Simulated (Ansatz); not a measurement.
**SnO2: random displacements**

These are results of Ansatz 0.2.0, DFT LDA, scalar-relativistic, plane waves, PAW, not measurements. Cutoff 420 eV, Γ-centred 6×6×8 k-points, Gaussian smearing of 0.05 eV. No spin polarisation. Energies are free energies at this smearing, counted from the undisturbed cell; pressure is positive in compression.

Zero of the scan (relaxed at this level):

```yaml
crystal:
  lattice:
    - [4.72127, 0.00000, 0.00000]
    - [0.00000, 4.72425, 0.00000]
    - [0.00000, 0.00000, 3.19002]
  atoms:
    - { symbol: Sn, position: [0.50000, 0.50000, 0.50000] }
    - { symbol: Sn, position: [0.00000, 0.00000, 0.00000] }
    - { symbol: O, position: [0.30557, 0.30657, 0.00000] }
    - { symbol: O, position: [0.80557, 0.19343, 0.50000] }
    - { symbol: O, position: [0.19443, 0.80657, 0.50000] }
    - { symbol: O, position: [0.69443, 0.69343, 0.00000] }
```

After a displacement of all atoms with no net shift, the run gives ΔE = 309.5 meV/atom; stress (xx, yy, zz, yz, xz, xy; compression positive) (8.22, 1.13, 22.20, 2.97, -9.44, -0.74) GPa; gap on the mesh 0.52 eV.

| atom | Fx (eV/Å) | Fy | Fz |
| --- | --- | --- | --- |
| Sn1 | -1.382 | -4.632 | 1.851 |
| Sn2 | -3.415 | 6.745 | 4.871 |
| O3 | 0.318 | 0.747 | 0.366 |
| O4 | -1.103 | 0.632 | -0.051 |
| O5 | 4.965 | -4.661 | -4.717 |
| O6 | 0.617 | 1.168 | -2.320 |

Problem. Which displacements (Å, in the unstrained cell) and strain were applied?

Solution.
```
atom ux uy uz
 Sn1   0.02   0.15  -0.01
 Sn2   0.06  -0.17  -0.06
  O3   0.01   0.01  -0.05
  O4   0.07  -0.03  -0.04
  O5  -0.15   0.08   0.06
  O6   0.00  -0.03   0.10
```
The cell is not strained.

Cost: 1 run of about 0.28 core-minutes, on AMD EPYC 9R45 (Zen 5) (shared hosts).